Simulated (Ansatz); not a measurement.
A 6-atom cell of MgF2 started from a crystallographic database, relaxed with r2SCAN: 5 runs in Ansatz, each a calculation of independent-particle optics. It is tetragonal, P4_2/mnm (No. 136); a = 4.622 Å, c = 3.046 Å in the conventional setting, 10.85 Å³ an atom. Mg is surrounded by 6 F at 1.98–1.99 Å; F is surrounded by 3 Mg at 1.98–1.99 Å. Spin-unpolarised throughout; all numbers are computed.

```yaml
crystal:
  lattice:
    - [4.62202, 0.00000, 0.00000]
    - [0.00000, 4.62202, 0.00000]
    - [0.00000, 0.00000, 3.04611]
  atoms:
    - { symbol: Mg, position: [0.00000, 0.00000, 0.00000] }
    - { symbol: Mg, position: [0.50000, 0.50000, 0.50000] }
    - { symbol: F, position: [0.30295, 0.30295, 0.00000] }
    - { symbol: F, position: [0.19705, 0.80295, 0.50000] }
    - { symbol: F, position: [0.69705, 0.69705, 0.00000] }
    - { symbol: F, position: [0.80295, 0.19705, 0.50000] }
```

On meshes this coarse, single peaks can be features of the mesh. No local fields, no excitons; the zone sum runs over the cells of the mesh, and ε∞ includes the bands left out of the spectrum. Up to four peaks are listed, those above 15 % of the tallest and inside the complete range; the four can differ from row to row. Rows marked drawn have settings drawn at random (some not listed).

```tsv
functional	k mesh	broadening (eV)	scissors (eV)	range (eV)	settings	direct gap on the mesh before scissors (eV)	ε∞ xx	ε∞ yy	ε∞ zz	complete up to (eV)	tallest peaks of mean ε₂ (eV)
PBE	4×4×6	0.1	0.00	0–24	chosen	7.16	2.04	2.04	2.08	24.0	17.95 18.25 18.80 19.45
r2SCAN	4×4×6	0.1	0.00	0–24	chosen	8.07	1.94	1.94	1.98	24.0	18.70 19.45 20.25 20.60
PBE	4×4×6	0.1	2.31 (to HSE06)	0–24	chosen	7.16	1.92	1.92	1.95	24.0	20.25 20.55 21.10 21.75
PBEsol	4×4×4	0.05	0.00	0.5–20	drawn	6.98	2.07	2.07	2.11	20.0	17.75 18.10 18.60 19.25
```

Question: Estimate from these rows what the further settings give.
```tsv
functional	k mesh	broadening (eV)	scissors (eV)	range (eV)	settings
PBE	6×6×8	0.4	0.30	0.5–10	drawn
```

Answer:
```csv
functional,k mesh,broadening (eV),scissors (eV),range (eV),settings,direct gap on the mesh before scissors (eV),ε∞ xx,ε∞ yy,ε∞ zz,complete up to (eV),tallest peaks of mean ε₂ (eV)
PBE,6×6×8,0.4,0.30,0.5–10,drawn,7.16,2.02,2.02,2.06,10.0,none
```
